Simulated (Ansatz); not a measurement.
# TiB2 (P6/mmm) in Ansatz: equation of state

Aim: energy against volume of TiB2 in PBEsol, for its equilibrium volume and stiffness.

All numbers are computed with Ansatz 0.2.0; they aren't measurements. Logs are shortened: lines on timing, memory, paths and dates and some standing lists are left out, and cuts for length are marked.

## 1. The crystal as given

The structure is hexagonal, space group P6/mmm (No. 191). The conventional cell has a = 3.029 Å, b = 3.029 Å, c = 3.228 Å, α = 90.00°, β = 90.00°, γ = 120.00°. Ti (site symmetry 6/mmm) has 12 B at 2.38 Å as nearest neighbours. B (site symmetry -6m2) is surrounded by 3 B at 1.75 Å.

## 2. Single point, PBEsol, 8.04 Å³/atom (volume scaled by 0.94)

File input.yaml:

```yaml
crystal:
  lattice:
    - [2.9673622405, 0.0, 0.0]
    - [-1.4836811203, 2.5698110825, 0.0]
    - [0.0, 0.0, 3.1624957934]
  atoms:
    - { symbol: Ti, position: [0.0, 0.0, 0.0] }
    - { symbol: B, position: [0.6666666667, 0.3333333333, 0.5] }
    - { symbol: B, position: [0.3333333333, 0.6666666667, 0.5] }
hamiltonian:
  xc: pbesol
  pseudopotentials: { kind: paw }
kpoints:
  mp_grid: { grid: [10, 10, 8] }
scf:
  occupations: { method: fermi_dirac, width: 0.05 }
output:
  forces: true
  stress: true
  eigenvalues: true
  write_density: true
  write_potential: true
  elf: true
  volumetric_format: npy
```

Potentials or basis: Ansatz PAW.

Started as:

```bash
> ansatz run input.yaml --threads 2 --pin off --max-ram 5632MiB --backend cpu --events-out ev --progress --plain --runs-dir out
```

What it wrote:

```text
Warning: RAYON_NUM_THREADS=2 ignored (pool sized by the plan → 2); use --threads N
Engine: ansatz 0.2.0, aarch64-unknown-linux-gnu
Pseudopotentials: kind: paw
Pseudopotential: Ti, paw, valence charge 12, recommended cutoff 420 eV (normal), Ti.paw.azcp
Pseudopotential: B, paw, valence charge 3, recommended cutoff 420 eV (normal), B.paw.azcp
Functional definition: PBEsol
  exchange = pbesol_x
  correlation = pbesol_c
Crystal: 3 atoms, lattice volume = 24.116 Å³
Basis set: ecut = 420 eV, 455 PW (Γ), exchange–correlation on 40×40×48 points (8 copies of the dense FFT grid, shifted against one another)
Bands: 13, of which v1, the nominal top of the filled ones, is band 9 counted from 1 (8 counted from 0)
Symmetry: 24 space group operations
Space group: P6/mmm (ITA 191), of the structure as read, at distance tolerance 2.9e-5 Å
k-points: 70 of 800
Non-local potential: Ti, projectors of the file, l = 0: 3, l = 1: 2, l = 2: 3, l = 3: 1
Non-local potential: B, projectors of the file, l = 0: 2, l = 1: 2, l = 2: 1
PAW form: soft (Blöchl's): semilocal exchange-correlation on the pseudo side does not see the compensation charge
PAW frozen core: Ti, regenerated for the run's functional, and the local potential with it (the file was generated under x = pbe(κ = 0.804, μ = 0.2195149727645171), c = pbe(β = 0.06672455060314922))
PAW frozen core: B, regenerated for the run's functional, and the local potential with it (the file was generated under x = pbe(κ = 0.804, μ = 0.2195149727645171), c = pbe(β = 0.06672455060314922))
PAW one-centre angular grid: Ti, 590 points (default); XC on 64 Gauss nodes
PAW one-centre angular grid: B, 110 points (default); XC on 64 Gauss nodes
Initial density: superposition of atomic densities (neutral atoms: chi_scale 0, normalization atom), corrected by the library's trained network
Initial wavefunctions: pseudopotential atomic-orbital guess
Functional: x = pbesol(κ = 0.804, μ = 0.12345679012345678), c = pbesol(β = 0.046)
SCF iter   1: F=—  HF=-2782.581175 eV  |F-HF|=—  |Δ(HF+E_count)|=         —  Δρ=6.91e-3  dr2=8.68e-3  ethr=1.77e-3  ⟨swp⟩=4.6  Hψ=4381  notcnv=0
preconditioner: auto → none  [metal: Δε(μ)=0.014 eV  Ē_g=8.517 eV  σ=0.050 eV  W_gap=0.07  n_scr=8 (ndim 8)  ℏωp=23.9 eV  f_vac=0.000  D(μ)=0.81/eV (n_scr^D=8)  sad-step TF]
SCF iter   2: F=—  HF=-2782.578158 eV  |F-HF|=—  |Δ(HF+E_count)|=   3.02e-3  Δρ=3.39e-3  dr2=2.64e-3  ethr=4.82e-5  ⟨swp⟩=2.8  Hψ=2135  notcnv=0
SCF iter   3: F=—  HF=-2782.577112 eV  |F-HF|=—  |Δ(HF+E_count)|=   1.05e-3  Δρ=3.23e-4  dr2=2.52e-5  ethr=1.47e-5  ⟨swp⟩=2.0  Hψ=1540  notcnv=0
SCF iter   4: F=—  HF=-2782.577117 eV  |F-HF|=—  |Δ(HF+E_count)|=   5.50e-6  Δρ=5.20e-5  dr2=5.62e-7  ethr=1.40e-7  ⟨swp⟩=2.8  Hψ=1433  notcnv=0
iter 5 did not close the SCF: its close was put off for the readings that it lacked (scf_convergence_deferred on its scf_iter line)
SCF iter   5: F=-2782.577117 eV  HF=-2782.577117 eV  |F-HF|=5.67e-9  |Δ(HF+E_count)|=   3.19e-8  Δρ=7.07e-6  dr2=1.04e-8  ethr=3.12e-9  ⟨swp⟩=2.6  Hψ=1329  notcnv=0
SCF iter   6: F=-2782.577117 eV  HF=-2782.577117 eV  |F-HF|=1.39e-10  |Δ(HF+E_count)|=   2.43e-9  Δρ=1.12e-6  dr2=1.83e-10  ethr=5.76e-11  ⟨swp⟩=4.6  Hψ=4443  notcnv=0
SCF 1 converged in 6 iterations: F = -2782.577117 eV  dr2 = 1.83e-10
SCF converged after 6 iterations
Free energy (F): -2782.577117 eV
Harris-Foulkes:  -2782.577117 eV  (|F-HF|=1.39e-10)
Internal energy: -2782.570979 eV  (E = F + TS)
E sigma→0 (E₀):  -2782.574048 eV
Entropy (-TS):   -0.006138 eV (-2.046 meV/atom)
Fermi energy:    16.027065 eV
--- Per-component energies (eV) ---
  E_band       = -75.877317
  E_kinetic    = 380.971690
  E_local      = -752.194148  (includes V_loc(G=0)·N_el)
  E_nonlocal   = 30.522908
  E_hartree    = 322.748386
  E_xc         = -165.816539
  E_vxc        = -204.487644  (∫ρ·V_xc dr)
  E_paw        = -1173.693789  (= ΣΔE_a)
  E_vpaw       = -176.187223  (= ΣTr[D̂ρ^β])
  E_aug_tail   = 0.000105  (compensation charges beyond the density's cutoff)
  E_ewald      = -1425.278398
  E_core_change = 0.168806  (= ΣΔE_core)
  E_smearing   = -0.006138  (= −TS)
  E_closure    = -0.000000  (closes the sum)
  Σ components = -2782.577117   (vs F -2782.577117, Δ=0.00e0)
--- Forces (eV/Å), atoms counted from 1 ---
  atom   1  Ti     0.00000000    -0.00000000     0.00000000
  atom   2  B      0.00000000     0.00000000     0.00000000
  atom   3  B     -0.00000000     0.00000000     0.00000000
  max |Σ_I F_I| component: 3.70e-17 eV/Å
--- Stress (GPa, compression-positive) ---
       14.194451      -0.000000       0.000000
        0.000000      14.194451       0.000000
        0.000000       0.000000       8.237775
  P = ⅓ Tr σ = 12.2089 GPa (122.089 kbar)
--- Band table (eV; the first three rows and the last of 70) ---
  k-point 0: bands = ["-40.4161", "-16.8963", "-16.5386", "-16.5386", "2.2896", "13.3661", "13.3661", "13.7762", "13.7943", "18.1897", "18.1897", "20.0817", "20.0817"]
  k-point 1: bands = ["-40.4132", "-16.9356", "-16.5355", "-16.5355", "2.5157", "12.1278", "13.5404", "13.5404", "15.2515", "17.6563", "17.6563", "19.6917", "19.6917"]
  k-point 2: bands = ["-40.4059", "-17.0295", "-16.5280", "-16.5280", "3.1382", "10.4160", "14.0524", "14.0524", "16.5149", "16.7733", "16.7733", "18.6961", "18.6961"]
  k-point 69: bands = ["-40.3155", "-17.0208", "-16.9020", "-16.8063", "6.8156", "7.8352", "10.2986", "12.6564", "12.9204", "18.8592", "20.4297", "20.6600", "20.9738"]
```

Wall time 0.92 s (2 threads of Arm Neoverse V2, shared host); peak memory 0.3 GiB.

Results:

```yaml
Free_energy: -2782.5771 eV
Pressure: 12.2 GPa
Band_gap_on_the_k_mesh: none (metal or under the smearing width)
```

Caveat: the PAW data sets come from PBE, with cores solved anew for the run's functional, which leaves a small shift of forces and pressure.

## 3. Single point, PBEsol, 8.21 Å³/atom (volume scaled by 0.96)

input.yaml: that of step 2 with these lines changed.

```diff
@@ -2,5 +2,5 @@
   lattice:
-    - [2.9673622405, 0.0, 0.0]
-    - [-1.4836811203, 2.5698110825, 0.0]
-    - [0.0, 0.0, 3.1624957934]
+    - [2.9882598462, 0.0, 0.0]
+    - [-1.4941299231, 2.5879089399, 0.0]
+    - [0.0, 0.0, 3.1847676243]
   atoms:
```

Potentials or basis: Ansatz PAW.

Started as:

```bash
> ansatz run input.yaml --threads 2 --pin off --max-ram 5632MiB --backend cpu --events-out ev --progress --plain --runs-dir out
```

Run time: 0.91 s. Hardware: 2 threads of Arm Neoverse V2, shared host; peak memory 0.3 GiB.

Results (log left out):

```yaml
Free_energy: -2782.6059 eV
Pressure: 5.9 GPa
Band_gap_on_the_k_mesh: none (metal or under the smearing width)
```

Caveat: the PAW data sets come from PBE, with cores solved anew for the run's functional, which leaves a small shift of forces and pressure.

## 4. Single point, PBEsol, 8.38 Å³/atom (volume scaled by 0.98)

input.yaml: that of step 3 with these lines changed.

```diff
@@ -2,5 +2,5 @@
   lattice:
-    - [2.9882598462, 0.0, 0.0]
-    - [-1.4941299231, 2.5879089399, 0.0]
-    - [0.0, 0.0, 3.1847676243]
+    - [3.0088691861, 0.0, 0.0]
+    - [-1.504434593, 2.6057571518, 0.0]
+    - [0.0, 0.0, 3.206732233]
   atoms:
@@ -20,5 +20 @@
   eigenvalues: true
-  write_density: true
-  write_potential: true
-  elf: true
-  volumetric_format: npy
```

Started as:

```bash
> ansatz run input.yaml --threads 2 --pin off --max-ram 5632MiB --backend cpu --events-out ev --progress --plain --runs-dir out
```

It took 0.75 s on 2 threads of Arm Neoverse V2, shared host; peak memory 0.3 GiB.

Results (log left out):

| Quantity | Value |
| --- | --- |
| Free energy | -2782.6154 eV |
| Pressure | 0.1 GPa |
| Band gap on the k mesh | none (metal or under the smearing width) |

Caveat: the PAW data sets come from PBE, with cores solved anew for the run's functional, which leaves a small shift of forces and pressure.

## 5. Single point, PBEsol, 8.55 Å³/atom

input.yaml: that of step 4 with these lines changed.

```diff
@@ -2,5 +2,5 @@
   lattice:
-    - [3.0088691861, 0.0, 0.0]
-    - [-1.504434593, 2.6057571518, 0.0]
-    - [0.0, 0.0, 3.206732233]
+    - [3.0292, 0.0, 0.0]
+    - [-1.5146, 2.6233641531, 0.0]
+    - [0.0, 0.0, 3.2284]
   atoms:
```

Started as:

```bash
> ansatz run input.yaml --threads 2 --pin off --max-ram 5632MiB --backend cpu --events-out ev --progress --plain --runs-dir out
```

It took 0.76 s on 2 threads of Arm Neoverse V2, shared host; peak memory 0.3 GiB.

The run converged. Its results:

```
Free energy            : -2782.6074 eV
Pressure               : -5.1 GPa
Band gap on the k mesh : none (metal or under the smearing width)
```

Caveat: the PAW data sets come from PBE, with cores solved anew for the run's functional, which leaves a small shift of forces and pressure.

## 6. Single point, PBEsol, 8.72 Å³/atom (volume scaled by 1.02)

input.yaml: that of step 5 with these lines changed.

```diff
@@ -2,5 +2,5 @@
   lattice:
-    - [3.0292, 0.0, 0.0]
-    - [-1.5146, 2.6233641531, 0.0]
-    - [0.0, 0.0, 3.2284]
+    - [3.0492615118, 0.0, 0.0]
+    - [-1.5246307559, 2.640737932, 0.0]
+    - [0.0, 0.0, 3.2497807555]
   atoms:
@@ -20 +20,5 @@
   eigenvalues: true
+  write_density: true
+  write_potential: true
+  elf: true
+  volumetric_format: npy
```

Potentials or basis: Ansatz PAW.

Started as:

```bash
> ansatz run input.yaml --threads 2 --pin off --max-ram 5632MiB --backend cpu --events-out ev --progress --plain --runs-dir out
```

Wall time 0.99 s (2 threads of Arm Neoverse V2, shared host); peak memory 0.31 GiB.

It converged, with:

```yaml
Free_energy: -2782.5835 eV
Pressure: -9.8 GPa
Band_gap_on_the_k_mesh: none (metal or under the smearing width)
```

Caveat: the PAW data sets come from PBE, with cores solved anew for the run's functional, which leaves a small shift of forces and pressure.

## 7. Single point, PBEsol, 8.89 Å³/atom (volume scaled by 1.04)

input.yaml: that of step 6 with these lines changed.

```diff
@@ -2,5 +2,5 @@
   lattice:
-    - [3.0492615118, 0.0, 0.0]
-    - [-1.5246307559, 2.640737932, 0.0]
-    - [0.0, 0.0, 3.2497807555]
+    - [3.0690624661, 0.0, 0.0]
+    - [-1.534531233, 2.6578860614, 0.0]
+    - [0.0, 0.0, 3.2708838193]
   atoms:
@@ -20,5 +20 @@
   eigenvalues: true
-  write_density: true
-  write_potential: true
-  elf: true
-  volumetric_format: npy
```

Started as:

```bash
> ansatz run input.yaml --threads 2 --pin off --max-ram 5632MiB --backend cpu --events-out ev --progress --plain --runs-dir out
```

Run time: 0.8 s. Hardware: 2 threads of Arm Neoverse V2, shared host; peak memory 0.31 GiB.

The run converged. Its results:

```
Free energy            : -2782.5453 eV
Pressure               : -14.0 GPa
Band gap on the k mesh : none (metal or under the smearing width)
```

Caveat: the PAW data sets come from PBE, with cores solved anew for the run's functional, which leaves a small shift of forces and pressure.

## 8. Single point, PBEsol, 9.06 Å³/atom (volume scaled by 1.06)

input.yaml: that of step 7 with these lines changed.

```diff
@@ -2,5 +2,5 @@
   lattice:
-    - [3.0690624661, 0.0, 0.0]
-    - [-1.534531233, 2.6578860614, 0.0]
-    - [0.0, 0.0, 3.2708838193]
+    - [3.0886111617, 0.0, 0.0]
+    - [-1.5443055808, 2.6748157284, 0.0]
+    - [0.0, 0.0, 3.2917180359]
   atoms:
```

Started as:

```bash
> ansatz run input.yaml --threads 2 --pin off --max-ram 5632MiB --backend cpu --events-out ev --progress --plain --runs-dir out
```

Wall time 0.81 s (2 threads of Arm Neoverse V2, shared host); peak memory 0.31 GiB.

The run converged. Its results:

* Free energy: -2782.4940 eV
* Pressure: -17.9 GPa
* Band gap on the k mesh: none (metal or under the smearing width)

Caveat: the PAW data sets come from PBE, with cores solved anew for the run's functional, which leaves a small shift of forces and pressure.

## 9. Equation of state, PBEsol

Potentials or basis: Ansatz PAW.

No new run: the results of the series are fitted here.

What came out:

| Item | Value |
| --- | --- |
| Equilibrium volume | 8.39 Å³/atom |
| Bulk modulus at fixed shape and positions | 267 GPa |
| Pressure derivative of the bulk modulus | 3.9 |

Energy against volume, from the lowest point:
```tsv
volume (Å³/atom)	energy (meV/atom)
8.039	12.76
8.210	3.16
8.381	0.00
8.552	2.67
8.723	10.63
8.894	23.37
9.065	40.45
```

Caveat: the cell was scaled at fixed shape and fractional positions, which overstates the stiffness of a crystal with free parameters, most of all of layers and chains.
